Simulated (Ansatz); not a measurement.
Clean, relaxed (111) surface of Cu, space group Fm-3m (No. 225) (top face towards +c; atoms held fixed, by place in the list: 1, 2, 3, 4, 5, 6, 7, 8):

```
Cu
1.0
     5.13324    0.00000    0.00000
    -2.56662    4.44552    0.00000
     0.00000    0.00000   23.28691
Cu
16
Cartesian
  1.2833 0.7409 8.5000
  0.0000 2.9637 8.5000
  3.8499 0.7409 8.5000
  2.5666 2.9637 8.5000
  2.5666 1.4818 10.5956
  1.2833 3.7046 10.5956
  0.0000 1.4818 10.5956
  -1.2833 3.7046 10.5956
  -1.2833 2.2228 12.6606
  0.0000 0.0000 12.6606
  1.2833 2.2228 12.6606
  2.5666 0.0000 12.6606
  0.0000 2.9637 14.7270
  1.2833 0.7409 14.7270
  2.5666 2.9637 14.7270
  3.8499 0.7409 14.7270
```

The calculation used DFT PBE, scalar-relativistic, plane waves, PAW (Ansatz 0.2.0). Settings: cutoff 420 eV, Γ-centred mesh 6×6×1 on the computed 16-atom cell, Gaussian smearing of 0.10 eV; no spin polarisation. A dipole correction removes the field between periodic images along c.

OH is adsorbed on the top face, one adsorbate per 22.8 Å², and relaxed from 2 starting sites (fractions of a and b). E_ads counts from the clean slab and the free adsorbate (spin-polarised where it has unpaired electrons); negative means bound. Heights count from the highest slab atom after relaxation. Δφ is the top face's. Δp counts per cell along +c. Bonded neighbours lie within 1.25 times the sum of covalent radii (1.35 for H) and, on that scale, within 12 % of the closest. With the adsorbate the cell is lengthened along c to keep the vacuum.

```
                            start ends at E_ads (eV) height (Å) shortest contact  Δφ (eV)  Δp (e·Å) whole?
         top (Cu) at (0.33, 0.67) (0.67, 0.83), 3 bonded neighbours (Cu)       -2.83        1.37       O–Cu 2.05 Å    -1.52    +0.188     yes
hollow (Cu-Cu-Cu) at (0.17, 0.33) (0.17, 0.33), 3 bonded neighbours (Cu)       -2.83        1.37       O–Cu 2.05 Å    -1.52    +0.188     yes
```

Among the sites tried, the lowest end comes from the top (Cu) at (0.33, 0.67) start; the hollow (Cu-Cu-Cu) at (0.17, 0.33) start ended within 0.02 eV of it, though not always at the same place; other sites may lie lower.

Each end is the local minimum or symmetric point that its start leads to. The slab is only 6.3 Å thick, so the energies aren't converged with thickness.

Spin polarisation was left out, and a magnetic state may lie lower.